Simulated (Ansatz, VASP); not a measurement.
**Pb in VASP and in Ansatz**

```
CELL_PARAMETERS angstrom
3.14144 0.00000 0.00000
0.00000 3.14144 0.00000
0.00000 0.00000 3.14144
ATOMIC_POSITIONS crystal
Pb 0.00000 0.00000 0.00000
```

Alike in both runs: functional PBE; k mesh 12 × 12 × 12; occupations fermi-dirac, width 0.1 eV; no spin polarisation.

Ansatz relaxed the structure, and its values are those at the end. VASP's run is a single point on that final structure, the one shown.

```csv
,VASP,Ansatz
version,VASP 6.6.1,Ansatz 0.2.0
potentials or method,"VASP PAW PBE potentials, release 64 (Pb_d)","PAW with Ansatz's default frozen-core files, scalar-relativistic"
plane-wave cutoff (eV),520,420
valence electrons in the cell,14,14
```

```csv
,VASP,Ansatz,Ansatz less VASP
pressure (GPa),4.8,4.9,+0.06
```

With one functional, cell and mesh, what is left measures potentials, basis and numerics.

Spin-orbit coupling is left out, which matters for the levels of Pb.
